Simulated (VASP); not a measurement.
A run of VASP 6.6.1:

Contents of INCAR:

```
  ALGO = Fast
  DIPOL = 0.5 0.5 0.287
  EDIFF = 1E-7
  ENCUT = 520
  GGA = PS
  IDIPOL = 3
  ISIF = 2
  ISMEAR = 0
  LASPH = True
  LCHARG = True
  LDIPOL = True
  LELF = True
  LREAL = False
  LVACPOTAV = True
  LVHAR = True
  LWAVE = False
  NBANDS = 30
  NELM = 80
  PREC = Accurate
  SIGMA = 0.1
```

KPOINTS

```
k-points
0
Gamma
  5 5 1
```

Contents of POSCAR:

```
Al
1.0
    5.6788540124      0.0000000000      0.0000000000
    0.0000000000      5.6788540124      0.0000000000
    0.0000000000      0.0000000000     21.1413451746
Al
12
Direct
    0.2500000000      0.2500000000      0.1892027195
    0.2500000000      0.7500000000      0.1892027195
    0.7500000000      0.2500000000      0.1892027195
    0.7500000000      0.7500000000      0.1892027195
    0.0000000000      0.0000000000      0.2870821533
    0.0000000000      0.5000000000      0.2870821533
    0.5000000000      0.0000000000      0.2870821533
    0.5000000000      0.5000000000      0.2870821533
    0.2500000000      0.2500000000      0.3850911618
    0.2500000000      0.7500000000      0.3850911618
    0.7500000000      0.2500000000      0.3850911618
    0.7500000000      0.7500000000      0.3850911618
```

Potentials or basis: VASP PAW PBE potentials, release 64 (Al).

Run with:

```bash
$ cat potpaw_PBE.64/Al/POTCAR > POTCAR
$ mpirun -np 1 vasp_std > vasp.out
```

Hardware: 1 thread of Intel(R) Xeon(R) Platinum 8488C (Sapphire Rapids), on a shared host.

How long does it take, and how much memory?

Run time: 2.8 min on 1 thread of Intel(R) Xeon(R) Platinum 8488C (Sapphire Rapids), on a shared host, peak memory 0.62 GiB. Counts: scf iterations 24, k points 6.
